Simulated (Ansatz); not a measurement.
A run of Ansatz 0.2.0:

The input input.yaml:

```yaml
crystal:
  lattice:
    - [3.085, 0.0, 0.0]
    - [-1.5425, 2.6716883707, 0.0]
    - [0.0, 0.0, 3.523]
  atoms:
    - { symbol: Mg, position: [0.0, 0.0, 0.0] }
    - { symbol: B, position: [0.6666666667, 0.3333333333, 0.5] }
    - { symbol: B, position: [0.3333333333, 0.6666666667, 0.5] }
hamiltonian:
  xc: lda
  pseudopotentials: { kind: paw }
kpoints:
  mp_grid: { grid: [10, 10, 8] }
  band_path:
    path:
      - [[0.0, 0.0, 0.0], [0.5, 0.0, 0.0], [0.3333333333, 0.3333333333, 0.0], [0.0, 0.0, 0.0], [0.0, 0.0, 0.5], [0.5, 0.0, 0.5], [0.3333333333, 0.3333333333, 0.5], [0.0, 0.0, 0.5]]
      - [[0.5, 0.0, 0.5], [0.5, 0.0, 0.0]]
      - [[0.3333333333, 0.3333333333, 0.0], [0.3333333333, 0.3333333333, 0.5]]
    npoints: 14
scf:
  occupations: { method: fermi_dirac, width: 0.05 }
  n_extra_bands: 7
output:
  forces: true
  stress: true
  eigenvalues: true
  fatbands: true
  write_density: true
  write_potential: true
  elf: true
  volumetric_format: npy
```

Potentials or basis: Ansatz PAW.

The run is started by

```bash
$ ansatz run input.yaml --threads 2 --pin off --max-ram 5632MiB --backend cpu --events-out ev --progress --plain --runs-dir out
```

Hardware: 2 threads of Arm Neoverse V2 (shared host).

Question: How long does it take, and how much memory?

Answer: Wall time 2 s on 2 threads of Arm Neoverse V2, with other jobs on the host, peak memory 0.3 GiB. Counts: scf iterations 6, plane waves 563, k points 70, bands 15.
